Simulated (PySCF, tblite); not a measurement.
# fluoroform (CHF₃): infrared bands, NMR shifts and spin-spin couplings

What infrared bands, NMR shifts and spin-spin couplings should fluoroform (CHF₃) (`FC(F)F`) show?

The runs use tblite 0.8.0 and PySCF 2.14.0, with density-fitted response routines of our own; the level of theory stands in each step. All values are computed, except where a source is named. Atoms are numbered from 0 throughout.

## 1. The starting structure

5 atoms, charge 0, multiplicity 1; geometry from: GFN2-xTB.

Bonds of the start (Å): F0–C1 1.33, C1–F2 1.33, C1–F3 1.33, C1–H4 1.10.

## 2. Infrared spectrum with GFN2-xTB

Job settings and geometry (Å):

```
{"job": {"kind": "ir", "xc": "GFN2-xTB", "basis": "xTB"}, "charge": 0, "multiplicity": 1}
F     -0.901942    -0.816233    -0.481161
C      0.004922    -0.007585     0.054265
F      1.177602    -0.256588    -0.516347
F     -0.336957     1.245821    -0.219503
H      0.064998    -0.162564     1.145561
```

**Question.** This job is followed by: GIAO PBE0/pcSseg-1 NMR shielding, non-relativistic, gas phase; B3LYP/pcJ-1 indirect spin-spin coupling, non-relativistic, gas phase. Predict these results of the whole session: strongest single infrared mode (GFN2-xTB); zero-point energy (GFN2-xTB); ¹³C shifts against TMS (PBE0/pcSseg-1); ¹H shifts against TMS (PBE0/pcSseg-1); ¹⁹F shifts against CFCl3 (PBE0/pcSseg-1, means over atoms taken as alike); largest coupling of the table (B3LYP/pcJ-1).

As calculated:

```
                                                                 quantity                     value
                                strongest single infrared mode (GFN2-xTB)     1089 cm⁻¹, 294 km/mol
                                             zero-point energy (GFN2-xTB)             14.5 kcal/mol
                                   ¹³C shifts against TMS (PBE0/pcSseg-1)                 124.4 ppm
                                    ¹H shifts against TMS (PBE0/pcSseg-1)                  6.64 ppm
¹⁹F shifts against CFCl3 (PBE0/pcSseg-1, means over atoms taken as alike)                 -92.3 ppm
                              largest coupling of the table (B3LYP/pcJ-1)  ¹J(F,C) F0–C1, -349.3 Hz
```

What this shows: All 9 modes are real, so the xTB geometry is a minimum. Unscaled tight-binding wavenumbers are off by several per cent, some by more. Its intensities can rank the bands wrongly. At PBE0/pcSseg-1: Shielding is most anisotropic at F0, F2, F3 (span 166 ppm, paramagnetic term -209 ppm). Of the pairs tabulated at B3LYP/pcJ-1, F0–C1 (mean over like pairs) couples most strongly (-349.3 Hz; Fermi contact -323.0 Hz). Density functionals describe couplings to fluorine poorly, F–F couplings above all, so those rows are rough.
